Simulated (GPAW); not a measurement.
# Screening of a field by puckered SnTe monolayer

How does puckered SnTe monolayer screen a perpendicular field?

Program: GPAW 26.7.0. Level of theory: GPAW, PAW setups; layer in a repeated cell with vacuum, relaxation of atoms and in-plane cell, in the first sound run; inputs show where later runs differ. Results are calculated unless marked as measured.

## Step 1: The structure

The cell holds 4 atoms: 2 Sn and 2 Te. Cell: a = 4.570 Å, b = 4.550 Å, c = 16.981 Å, α = 90.0°, β = 90.0°, γ = 90.0°. Vacuum lies along c.

Structure file:

```cif
data_structure
_symmetry_space_group_name_H-M 'P 1'
_symmetry_Int_Tables_number 1
_cell_length_a 4.5700
_cell_length_b 4.5500
_cell_length_c 16.9808
_cell_angle_alpha 90.000
_cell_angle_beta 90.000
_cell_angle_gamma 90.000
_cell_volume 353.09
loop_
_atom_site_label
_atom_site_type_symbol
_atom_site_fract_x
_atom_site_fract_y
_atom_site_fract_z
_atom_site_occupancy
Sn1 Sn 0.06000 0.00000 0.41223 1
Te2 Te 0.44000 0.50000 0.41812 1
Te3 Te 0.94000 0.00000 0.58188 1
Sn4 Sn 0.56000 0.50000 0.58777 1
```

## Step 2: Relaxation

Forces are removed first; all later runs use this geometry.

The input, run.py:

```python
import json
import numpy as np
from ase import Atoms
from ase.filters import FrechetCellFilter
from ase.optimize import BFGS
from gpaw import GPAW, PW

slab = Atoms(
    ['Sn', 'Te', 'Te', 'Sn'],
    positions=[
        [0.27420, 0.00000, 7.00000],
        [2.01080, 2.27500, 7.10000],
        [4.29580, 0.00000, 9.88080],
        [2.55920, 2.27500, 9.98080]],
    cell=[[4.57, 0.0, 0.0], [0.0, 4.55, 0.0], [0.0, 0.0, 16.9808]],
    pbc=[True, True, True])

slab.calc = GPAW(mode=PW(600), xc='PBE', kpts={'size': (6, 6, 1), 'gamma': True},
                 occupations={'name': 'fermi-dirac', 'width': 0.05}, nbands='200%',
                 convergence={'density': 1e-05}, maxiter=200,
                 symmetry={'tolerance': 1e-3}, txt='slab.txt')
result = {}
# The in-plane cell is free; stress needs a cell that repeats along all three vectors
path = []
opt = BFGS(FrechetCellFilter(slab, mask=[1, 1, 0, 0, 0, 1]), maxstep=0.2)
opt.attach(lambda: path.append((slab.get_potential_energy(), slab.positions.tolist(), slab.get_forces().tolist())))
result['relaxed'] = bool(opt.run(fmax=0.02, steps=45))
result['path'] = path
result['cell'] = slab.cell.tolist()
print('in-plane lattice', slab.cell.cellpar().round(4)[[0, 1, 5]])
energy = slab.get_potential_energy()
fermi = slab.calc.get_fermi_level()
v = slab.calc.get_electrostatic_potential().mean((0, 1)) - fermi
n = slab.calc.get_pseudo_density().mean((0, 1))
L = slab.cell[2, 2]
z = np.arange(len(v)) * L / len(v)
low, high = slab.positions[:, 2].min(), slab.positions[:, 2].max()
below, above = np.interp([low - 4.8, high + 4.8], z, v)
slopes = [np.interp(x, z, np.gradient(v, z)) for x in (low - 4.8, high + 4.8)]
eps = np.array([[slab.calc.get_eigenvalues(k, s) for k in range(len(slab.calc.get_ibz_k_points()))]
                for s in range(slab.calc.get_number_of_spins())]) - fermi
top, bottom = eps[eps < 0].max(), eps[eps > 0].min()
dipole = slab.get_dipole_moment()[2]
print(f'energy {energy:.4f} eV, Fermi level {fermi:.4f} eV, dipole {dipole:.5f} e A')
print(f'potential 4.8 A off the faces, from the Fermi level: lower {below:.4f} eV, upper {above:.4f} eV')
print(f'slope of the potential there: lower {slopes[0]:.5f}, upper {slopes[1]:.5f} eV/A')
print(f'nearest levels on the mesh: {top:.4f} and {bottom:.4f} eV')
print('magnetic moment', round(slab.get_magnetic_moment(), 3))
result.update(energy=energy, fermi=fermi, dipole=dipole, below=below, above=above, slopes=slopes, edges=[top, bottom],
              z=z.tolist(), v=v.tolist(), n=n.tolist(), positions=slab.positions.tolist(),
              forces=slab.get_forces(apply_constraint=False).tolist(), moments=slab.get_magnetic_moments().tolist())
json.dump(result, open('result.json', 'w'))
```

Launch:

```console
> OMP_NUM_THREADS=1 OPENBLAS_NUM_THREADS=1 python run.py
```

The log of the run:

```text
Step          Energy          fmax
BFGS:    0      -15.070723        1.003091
BFGS:    1      -15.146012        0.846730
BFGS:    2      -15.329849        0.224782
BFGS:    3      -15.340570        0.228751
BFGS:    4      -15.344201        0.273588
BFGS:    5      -15.349081        0.293302
BFGS:    6      -15.358730        0.266539
BFGS:    7      -15.370463        0.207465
BFGS:    8      -15.378040        0.182604
BFGS:    9      -15.381621        0.184307
BFGS:   10      -15.384930        0.164838
BFGS:   11      -15.386962        0.159805
BFGS:   12      -15.389783        0.151987
BFGS:   13      -15.394397        0.118571
BFGS:   14      -15.396610        0.133736
BFGS:   15      -15.397813        0.128661
BFGS:   16      -15.399547        0.101960
BFGS:   17      -15.401294        0.091548
BFGS:   18      -15.402640        0.082672
BFGS:   19      -15.403398        0.052680
BFGS:   20      -15.403543        0.032936
BFGS:   21      -15.403574        0.030312
BFGS:   22      -15.403701        0.022602
BFGS:   23      -15.403878        0.019700
in-plane lattice [ 4.6255  4.525  90.    ]
energy -15.4039 eV, Fermi level -0.1872 eV, dipole -0.00047 e A
potential 4.8 A off the faces, from the Fermi level: lower 3.7889 eV, upper 3.7889 eV
slope of the potential there: lower -0.00018, upper 0.00017 eV/A
nearest levels on the mesh: -0.5970 and 0.6572 eV
magnetic moment 0.0
```

The job ended after 44 min (1 thread of Arm Neoverse V2, shared host; peak memory 1 GiB).

This step gave:

* dipole along the normal: -4.71e-4 e·Å
* levels nearest the Fermi level on the mesh: -0.5970, 0.6572 eV from the Fermi level

The electrostatic potential energy of an electron (without an applied field's), less the Fermi level, planar mean by z:

z (Å), electrostatic potential energy of an electron (without an applied field's), less the Fermi level, planar mean (eV) and a bar from the least value:
```
      0.0        3.8 ##############################
      0.5        3.8 ##############################
      1.0        3.8 ##############################
      1.5        3.8 ##############################
      2.0        3.8 ##############################
      2.5        3.8 ##############################
      3.0        3.8 ##############################
      3.5        3.8 ##############################
      4.0        3.8 ##############################
      4.5        3.7 ##############################
      5.0        3.5 ##############################
      5.5        2.8 #############################
      6.0        0.0 #########################
      6.5       -9.1 #############
      7.0      -19.4 
      7.5      -10.4 ############
      8.0       -0.9 ########################
      8.5        1.5 ###########################
      9.0       -1.1 ########################
      9.5      -10.9 ###########
     10.0      -19.4 
     10.5       -8.6 ##############
     11.0        0.2 #########################
     11.5        2.9 #############################
     12.0        3.6 ##############################
     12.5        3.7 ##############################
     13.0        3.8 ##############################
     13.5        3.8 ##############################
     14.0        3.8 ##############################
     14.5        3.8 ##############################
     15.0        3.8 ##############################
     15.5        3.8 ##############################
     16.0        3.8 ##############################
     16.5        3.8 ##############################
```

The pseudo valence density, planar mean by z:

```csv
z (Å),"pseudo valence density, planar mean (e/Å³)"
3,4.0e-5
4,6.5e-4
5,0.0106
6,0.140
7,0.664
8,0.168
9,0.174
10,0.644
11,0.135
12,0.00993
13,6.1e-4
14,3.8e-5
```

The relaxation lowered the energy of the cell by 0.333 eV (energies extrapolated to zero smearing; the optimiser's log prints free energies). The largest force left on a free atom is 0.020 eV/Å.

## Step 3: Plane waves, PBE

With the geometry fixed, the planar mean of the potential gives the vacuum level on each side.

This step: GPAW, PAW setups; slab in vacuum (GPAW 26.7.0).

The cell differs from the one that the last finished run ended in (c 16.981 → 17.156 Å).

run.py, as its differences from that of step 2:

```diff
@@ -3,4 +3,2 @@
 from ase import Atoms
-from ase.filters import FrechetCellFilter
-from ase.optimize import BFGS
 from gpaw import GPAW, PW
@@ -10,22 +8,15 @@
     positions=[
-        [0.27420, 0.00000, 7.00000],
-        [2.01080, 2.27500, 7.10000],
-        [4.29580, 0.00000, 9.88080],
-        [2.55920, 2.27500, 9.98080]],
-    cell=[[4.57, 0.0, 0.0], [0.0, 4.55, 0.0], [0.0, 0.0, 16.9808]],
-    pbc=[True, True, True])
+        [0.10185, 0.00000, 7.23149],
+        [2.21097, 2.26252, 7.00000],
+        [4.52375, 0.00000, 10.15580],
+        [2.41466, 2.26252, 9.92426]],
+    cell=[[4.62549, -0.0, 0.0], [0.0, 4.52505, 0.0], [0.0, 0.0, 17.1558]],
+    pbc=[True, True, False])
 
-slab.calc = GPAW(mode=PW(600), xc='PBE', kpts={'size': (6, 6, 1), 'gamma': True},
+slab.calc = GPAW(mode=PW(400), xc='PBE', kpts={'size': (6, 6, 1), 'gamma': True},
                  occupations={'name': 'fermi-dirac', 'width': 0.05}, nbands='200%',
                  convergence={'density': 1e-05}, maxiter=200,
+                 poissonsolver={'dipolelayer': 'xy'},
                  symmetry={'tolerance': 1e-3}, txt='slab.txt')
 result = {}
-# The in-plane cell is free; stress needs a cell that repeats along all three vectors
-path = []
-opt = BFGS(FrechetCellFilter(slab, mask=[1, 1, 0, 0, 0, 1]), maxstep=0.2)
-opt.attach(lambda: path.append((slab.get_potential_energy(), slab.positions.tolist(), slab.get_forces().tolist())))
-result['relaxed'] = bool(opt.run(fmax=0.02, steps=45))
-result['path'] = path
-result['cell'] = slab.cell.tolist()
-print('in-plane lattice', slab.cell.cellpar().round(4)[[0, 1, 5]])
 energy = slab.get_potential_energy()
```

The log of the run:

```text
energy -15.1398 eV, Fermi level -0.2235 eV, dipole -0.00047 e A
potential 4.8 A off the faces, from the Fermi level: lower 3.7892 eV, upper 3.7892 eV
slope of the potential there: lower -0.00026, upper 0.00026 eV/A
nearest levels on the mesh: -0.5977 and 0.6578 eV
magnetic moment 0.0
```

Elapsed: 69 s, on 1 thread; peak memory 0.28 GiB.

Numbers from this step:

| Property | Result |
| --- | --- |
| dipole along the normal | -4.68e-4 e·Å |
| levels nearest the Fermi level on the mesh | -0.5977, 0.6578 eV from the Fermi level |
| upper work function | 3.789 eV |
| lower work function | 3.789 eV |
| upper ionisation energy | 4.387 eV |

Electrostatic potential energy of an electron (without an applied field's), less the Fermi level, planar mean against z:

```csv
z (Å),"electrostatic potential energy of an electron (without an applied field's), less the Fermi level, planar mean (eV)"
0,3.79
1,3.79
2,3.79
3,3.79
4,3.78
5,3.60
6,0.799
7,-18.8
8,-2.01
9,-0.257
10,-19.2
11,-0.771
12,3.50
13,3.77
14,3.79
15,3.79
16,3.79
17,3.79
```

Pseudo valence density, planar mean against z:

```csv
z (Å),"pseudo valence density, planar mean (e/Å³)"
0.00,0
0.64,0
1.07,0
1.72,1.6e-6
2.36,5.1e-6
3.00,3.2e-5
3.43,1.0e-4
4.07,6.1e-4
4.72,0.00365
5.36,0.0220
5.79,0.0685
6.43,0.262
7.08,0.661
7.51,0.619
8.15,0.149
8.79,0.112
9.44,0.374
9.86,0.790
10.51,0.325
11.15,0.116
11.58,0.0393
12.22,0.00667
12.87,0.00110
13.51,1.8e-4
13.94,5.6e-5
14.58,1.0e-5
15.23,1.3e-6
15.87,9.4e-7
16.30,0
16.94,0
```

The layer is gapped, so the Fermi level lies somewhere inside the gap, set by smearing and numerics, and these work functions are no property of the material; the band edges below the vacuum level are. The potential is flat to 2.6e-4 eV/Å where it is read, so the vacuum is wide enough.

## Step 4: In a field

A uniform field along the normal polarises the slab; the atoms stay fixed, so this is the electronic response alone.

run.py, as its differences from that of step 3:

```diff
@@ -4,2 +4,3 @@
 from gpaw import GPAW, PW
+from gpaw.external import ConstantElectricField
 
@@ -19,2 +20,3 @@
                  poissonsolver={'dipolelayer': 'xy'},
+                 external=ConstantElectricField(-0.2, [0, 0, 1]),
                  symmetry={'tolerance': 1e-3}, txt='slab.txt')
```

The log of the run:

```text
energy -15.1534 eV, Fermi level -0.2258 eV, dipole -0.13602 e A
potential 4.8 A off the faces, from the Fermi level: lower 3.2049 eV, upper 4.3807 eV
slope of the potential there: lower -0.00018, upper 0.00038 eV/A
nearest levels on the mesh: -0.5975 and 0.6577 eV
magnetic moment 0.0
```

Run time: 77 s. Hardware: 1 thread; peak memory 0.31 GiB.

Numbers from this step:

| Quantity | Value |
| --- | --- |
| dipole along the normal | -0.1360 e·Å |
| levels nearest the Fermi level on the mesh | -0.5975, 0.6577 eV from the Fermi level |
| potential below the slab, the applied field's own ramp left out | 3.205 eV from the Fermi level |
| potential above the slab, the applied field's own ramp left out | 4.381 eV from the Fermi level |

The electrostatic potential energy of an electron (without an applied field's), less the Fermi level, planar mean by z:

z (Å), electrostatic potential energy of an electron (without an applied field's), less the Fermi level, planar mean (eV) and a bar from the least value:
```
      0.0        3.8 #############################
      0.5        3.2 ############################
      1.0        3.2 ############################
      1.5        3.2 ############################
      2.0        3.2 ############################
      2.5        3.2 ############################
      3.0        3.2 ############################
      3.5        3.2 ############################
      4.0        3.2 ############################
      4.5        3.2 ############################
      5.0        3.0 ############################
      5.5        2.5 ############################
      6.0        0.3 #########################
      6.5       -7.3 ###############
      7.0      -19.1 
      7.5      -12.9 ########
      8.0       -2.1 ######################
      8.5        1.4 ##########################
      9.0       -0.2 ########################
      9.5       -8.5 ##############
     10.0      -18.9 
     10.5      -10.6 ###########
     11.0       -0.3 ########################
     11.5        3.2 ############################
     12.0        4.1 ##############################
     12.5        4.3 ##############################
     13.0        4.4 ##############################
     13.5        4.4 ##############################
     14.0        4.4 ##############################
     14.5        4.4 ##############################
     15.0        4.4 ##############################
     15.5        4.4 ##############################
     16.0        4.4 ##############################
     16.5        4.4 ##############################
     17.0        4.1 ##############################
```

The dipole is now -0.136 e Å, against -4.7e-4 in the run without a field.

## Step 5: Field on

run.py, as its differences from that of step 4:

```diff
@@ -20,3 +20,3 @@
                  poissonsolver={'dipolelayer': 'xy'},
-                 external=ConstantElectricField(-0.2, [0, 0, 1]),
+                 external=ConstantElectricField(-0.1, [0, 0, 1]),
                  symmetry={'tolerance': 1e-3}, txt='slab.txt')
```

The log of the run:

```text
energy -15.1432 eV, Fermi level -0.2241 eV, dipole -0.06800 e A
potential 4.8 A off the faces, from the Fermi level: lower 3.4962 eV, upper 4.0841 eV
slope of the potential there: lower -0.00021, upper 0.00031 eV/A
nearest levels on the mesh: -0.5976 and 0.6578 eV
magnetic moment 0.0
```

Run time: 76 s. Hardware: 1 thread; peak memory 0.31 GiB.

Numbers from this step:

```yaml
dipole_along_the_normal: -0.06800 e·Å
levels_nearest_the_fermi_level_on_the_mesh: -0.5976, 0.6578 eV from the Fermi level
potential_below_the_slab_the_applied_field_s_own_ramp_left_out: 3.496 eV from the Fermi level
potential_above_the_slab_the_applied_field_s_own_ramp_left_out: 4.084 eV from the Fermi level
```

Table of electrostatic potential energy of an electron (without an applied field's), less the Fermi level, planar mean by z:

```csv
z (Å),"electrostatic potential energy of an electron (without an applied field's), less the Fermi level, planar mean (eV)"
0.0,3.79
0.5,3.50
1.0,3.50
1.5,3.50
2.0,3.50
2.5,3.50
3.0,3.50
3.5,3.49
4.0,3.49
4.5,3.45
5.0,3.32
5.5,2.76
6.0,0.554
6.5,-7.10
7.0,-18.9
7.5,-12.8
8.0,-2.06
8.5,1.41
9.0,-0.216
9.5,-8.58
10.0,-19.1
10.5,-10.8
11.0,-0.537
11.5,2.88
12.0,3.78
12.5,4.01
13.0,4.06
13.5,4.08
14.0,4.08
14.5,4.08
15.0,4.08
15.5,4.08
16.0,4.08
16.5,4.08
17.0,3.92
```

The dipole is now -0.0680 e Å, against -4.7e-4 in the run without a field.

## Step 6: In a field

run.py, as its differences from that of step 5:

```diff
@@ -20,3 +20,3 @@
                  poissonsolver={'dipolelayer': 'xy'},
-                 external=ConstantElectricField(-0.1, [0, 0, 1]),
+                 external=ConstantElectricField(-0.05, [0, 0, 1]),
                  symmetry={'tolerance': 1e-3}, txt='slab.txt')
```

The log of the run:

```text
energy -15.1407 eV, Fermi level -0.2236 eV, dipole -0.03400 e A
potential 4.8 A off the faces, from the Fermi level: lower 3.6424 eV, upper 3.9364 eV
slope of the potential there: lower -0.00023, upper 0.00028 eV/A
nearest levels on the mesh: -0.5977 and 0.6578 eV
magnetic moment 0.0
```

Run time: 88 s. Hardware: 1 thread; peak memory 0.31 GiB.

(Continued in part 2 of 2.)

[Logs are printed without paths, hosts, clocks, repeated set-up lines and the standing remarks that a program may print on its own settings, such as how far it seeks lower states.]

[Hosts, paths, dates, database ids (printed as entryN), source tags and the programs' standing remarks are cut or masked in the printed files.]
